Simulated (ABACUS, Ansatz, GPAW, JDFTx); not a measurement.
NiSi2: energy against volume and a worked fit

```cif
data_structure
_symmetry_space_group_name_H-M 'P 1'
_symmetry_Int_Tables_number 1
_cell_length_a 3.8226
_cell_length_b 3.8226
_cell_length_c 3.8226
_cell_angle_alpha 60.000
_cell_angle_beta 60.000
_cell_angle_gamma 60.000
_cell_volume 39.50
loop_
_atom_site_label
_atom_site_type_symbol
_atom_site_fract_x
_atom_site_fract_y
_atom_site_fract_z
_atom_site_occupancy
Ni1 Ni 0.00000 0.00000 0.00000 1
Si1 Si 0.75000 0.75000 0.75000 1
Si2 Si 0.25000 0.25000 0.25000 1
```

The cell was scaled at fixed shape and fractions and run with Ansatz, Ansatz PAW, cutoff 420 eV; PBEsol, k mesh 9 × 9 × 9 on the cell of 3 atoms, fermi-dirac occupations of 0.05 eV, collinear spin, ferromagnetic start, no spin-orbit coupling. The potentials were made for PBE. Energies are those that the program minimises, any entropy of the smearing included. For a metal such a mesh isn't converged to the digits shown. The magnetic state is the one that the start led to, which needn't be the lowest.

| V (Å³/atom) | energy over the lowest row (meV/atom) |
| --- | --- |
| 12.3758 | 20.348 |
| 12.6392 | 7.701 |
| 12.9025 | ? |
| 13.1658 | 0.000 |
| 13.4291 | 3.890 |
| 13.6924 | 12.325 |
| 13.9557 | 24.883 |

Fit the third-order Birch-Murnaghan form, give V0, B0 and B′, and predict the energy left open.

With y = (V0/V)^(2/3), E = E0 + (9 V0 B0/16) [(y - 1)³ B′ + (y - 1)² (6 - 4y)]. Least squares through the rows shown give V0 = 13.0891 Å³/atom, E0 = -0.215 meV, B0 = 155.2 GPa (1 eV/Å³ = 160.218 GPa) and B′ = 3.74, with a largest miss of 0.006 meV. At V = 12.9025 the form with these constants gives 1.103 meV; the run gave 1.098 meV an atom. Other set-ups at this level, from all their volumes (Å³/atom, GPa): ABACUS, PseudoDojo NC SR 0.4.1 PBEsol standard, plane waves: V0 13.086, B0 155.3; GPAW, PAW data sets generated for this functional: V0 13.199, B0 154.5; JDFTx, PseudoDojo-SR-PBEsol-0.4.1-standard with smoothed tails: V0 13.085, B0 155.3; Ansatz, all-electron LAPW, scalar-relativistic: V0 13.086, B0 155.
